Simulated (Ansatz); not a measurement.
# SiO2: the cost of one run

Computed with Ansatz 0.2.0 (DFT r2SCAN, scalar-relativistic, plane waves, PAW, unless a step's input says otherwise).

2 further runs of the same task are left out: 2 set aside as unsound or not needed.

### Step 1. The starting structure

The structure is tetragonal, space group P4_32_12 (No. 96). The conventional cell has a = 4.982 Å, b = 4.982 Å, c = 6.921 Å, α = 90.00°, β = 90.00°, γ = 90.00°. Si (site symmetry 2) has 4 O at 1.61 Å in its first shell of neighbours. O (site symmetry 1) has 2 Si at 1.61 Å in its first shell of neighbours.

Structure file:

```cif
data_structure
_symmetry_space_group_name_H-M 'P 1'
_symmetry_Int_Tables_number 1
_cell_length_a 4.9816
_cell_length_b 4.9816
_cell_length_c 6.9207
_cell_angle_alpha 90.000
_cell_angle_beta 90.000
_cell_angle_gamma 90.000
_cell_volume 171.74
loop_
_atom_site_label
_atom_site_type_symbol
_atom_site_fract_x
_atom_site_fract_y
_atom_site_fract_z
_atom_site_occupancy
Si1 Si 0.19782 0.19782 0.00000 1
Si2 Si 0.30218 0.69782 0.75000 1
Si3 Si 0.69782 0.30218 0.25000 1
Si4 Si 0.80218 0.80218 0.50000 1
O1 O 0.60871 0.73828 0.68115 1
O2 O 0.39129 0.26172 0.18115 1
O3 O 0.73828 0.60871 0.31885 1
O4 O 0.23828 0.89129 0.93115 1
O5 O 0.26172 0.39129 0.81885 1
O6 O 0.10871 0.76172 0.56885 1
O7 O 0.89129 0.23828 0.06885 1
O8 O 0.76172 0.10871 0.43115 1
```

It goes back to an entry of the Materials Project, which need not be the stable form.

This cell was relaxed beforehand with the same method: volume 14.31 Å³/atom, gap on the mesh 6.35 eV.

The unstrained cell comes from an earlier run at this level (12 atoms, E(σ→0) -7120.3056 eV, gap 6.35 eV over the zone).

### Step 2. The cell strained by -1.5 %

input.yaml

```yaml
crystal:
  lattice:
    - [4.9068520193, 0.0, 0.0]
    - [0.0, 4.9068520193, 0.0]
    - [0.0, 0.0, 6.9829848314]
  atoms:
    - { symbol: Si, position: [0.1978203439, 0.1978203439, 0.0] }
    - { symbol: Si, position: [0.3021796561, 0.6978203439, 0.75] }
    - { symbol: Si, position: [0.6978203439, 0.3021796561, 0.25] }
    - { symbol: Si, position: [0.8021796561, 0.8021796561, 0.5] }
    - { symbol: O, position: [0.6087093138, 0.7382811328, 0.6811472772] }
    - { symbol: O, position: [0.3912906862, 0.2617188672, 0.1811472772] }
    - { symbol: O, position: [0.7382811328, 0.6087093138, 0.3188527228] }
    - { symbol: O, position: [0.2382811328, 0.8912906862, 0.9311472772] }
    - { symbol: O, position: [0.2617188672, 0.3912906862, 0.8188527228] }
    - { symbol: O, position: [0.1087093138, 0.7617188672, 0.5688527228] }
    - { symbol: O, position: [0.8912906862, 0.2382811328, 0.0688527228] }
    - { symbol: O, position: [0.7617188672, 0.1087093138, 0.4311472772] }
basis:
  ecutwfc: 500
kpoints:
  mp_grid: { grid: [6, 6, 4] }
hamiltonian:
  xc: r2scan
scf:
  occupations: { method: gaussian, width: 0.02 }
output:
  forces: true
  stress: true
  eigenvalues: true
relax:
  adjacent_minimum: "off"
  f_tol: 0.008
  max_steps: 40
  cell: { stress_tol: 0.015, fix: [a, b, gamma] }
```

Launch:

```console
$ ansatz run input.yaml --threads 2 --pin off --max-ram 5120MiB --backend cpu --events-out ev --progress --plain --runs-dir out
```

Q: Estimate wall time and peak memory on 2 threads of Oxide Virtual Turin-like (Zen 5), shared host.

About 1.8 min, with a peak of 0.78 GiB.
